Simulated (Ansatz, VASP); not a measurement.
This is a calculation of ZnO (zincite) for VASP 6.6.1.

Contents of INCAR:

```
  ALGO = Normal
  EDIFF = 1E-6
  ENCUT = 520
  GGA = PE
  ISIF = 2
  ISMEAR = -1
  LASPH = T
  LCHARG = F
  LREAL = F
  LWAVE = F
  NBANDS = 26
  NELM = 80
  PREC = Accurate
  SIGMA = 0.05
```

File KPOINTS:

```
k-points
0
Gamma
  9 9 5
```

Contents of POSCAR:

```
ZnO
1.0
    3.1829769797      0.0000000000      0.0000000000
   -1.5914884899      2.7565389241      0.0000000000
    0.0000000000      0.0000000000      5.0994402224
Zn O
2 2
Direct
    0.6666666667      0.3333333333      0.0000000000
    0.3333333333      0.6666666667      0.5000000000
    0.3333333333      0.6666666667      0.8790100000
    0.6666666667      0.3333333333      0.3790100000
```

Potentials or basis: VASP PAW PBE potentials, release 64 (Zn, O).

Run with:

```console
$ cat potpaw_PBE.64/Zn/POTCAR potpaw_PBE.64/O/POTCAR > POTCAR
$ mpirun -np 1 vasp_std > vasp.out
```

Task: Translate it to Ansatz 0.2.0. Potentials there: all-electron LAPW, scalar-relativistic.

Result: As run (the cutoff follows the program's own potentials):

input.yaml

```yaml
crystal:
  lattice:
    - [3.1829769797, 0.0, 0.0]
    - [-1.5914884899, 2.7565389241, 0.0]
    - [0.0, 0.0, 5.0994402224]
  atoms:
    - { symbol: Zn, position: [0.6666666667, 0.3333333333, 0.0] }
    - { symbol: Zn, position: [0.3333333333, 0.6666666667, 0.5] }
    - { symbol: O, position: [0.3333333333, 0.6666666667, 0.87901] }
    - { symbol: O, position: [0.6666666667, 0.3333333333, 0.37901] }
kpoints:
  mp_grid: { grid: [9, 9, 5] }
scf:
  occupations: { method: fermi_dirac, width: 0.05 }
hamiltonian:
  xc: pbe
  pseudopotentials: { kind: all_electron, lapw: { basis_error: 0.001 } }
output:
  forces: true
  stress: true
  eigenvalues: true
```

Potentials or basis: all-electron LAPW, scalar-relativistic.

Command:

```bash
$ ansatz run input.yaml --threads 2 --pin off --max-ram 6144MiB --backend cpu --events-out ev --progress --plain --runs-dir out
```

Both were run:

|  | VASP | Ansatz | Ansatz less VASP |
| --- | --- | --- | --- |
| gap on the k mesh at the Fermi level (eV) | 0.88 | 0.91 | +0.032 |
| least direct gap on the mesh (eV) | 0.88 | 0.91 | +0.032 |
| pressure (GPa) | 17.0 | 15.4 | -1.55 |
| largest component of the traceless stress (GPa) | 1.40 | 1.37 | -0.037 |
| rms of the force components (eV/Å) | 0.056 | 0.054 | -0.0026 |

Atom by atom the forces differ by 0.003 eV/Å (rms over components). Ansatz ran all-electron here, so the differences hold the error of VASP's frozen core and of both bases.

Caveats: so large a pressure means that the cell lies far from this level's equilibrium, or that cutoff or potentials fall short (VASP).
